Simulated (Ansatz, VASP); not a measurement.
Two plane-wave programs on LiCl

```xyz
2
Lattice="0.0000 2.5774 2.5774 2.5774 0.0000 2.5774 2.5774 2.5774 0.0000" Properties=species:S:1:pos:R:3 pbc="T T T"
Li    0.0000    0.0000    0.0000
Cl    2.5774    2.5774    2.5774
```

Alike in both runs: task single point; functional PBE; k mesh 9 × 9 × 9; occupations gaussian, width 0.2839 eV; no spin polarisation.

|  | VASP | Ansatz |
| --- | --- | --- |
| version | VASP 6.6.1 | Ansatz 0.2.0 |
| potentials or method | VASP PAW PBE potentials, release 64 (Li_sv, Cl) | PAW plane waves |
| plane-wave cutoff (eV) | 520 | 420 |
| valence electrons in the cell | 10 | 10 |

Ansatz gave:

```
gap on the k mesh at the Fermi level (eV) : 6.25
```

What did VASP give for the same quantities?

gap on the k mesh at the Fermi level (eV): 6.26.

Caveats: an odd mesh through Γ misses points on the zone boundary, where band edges often lie. As with any semilocal functional, this PBE gap is likely too small.
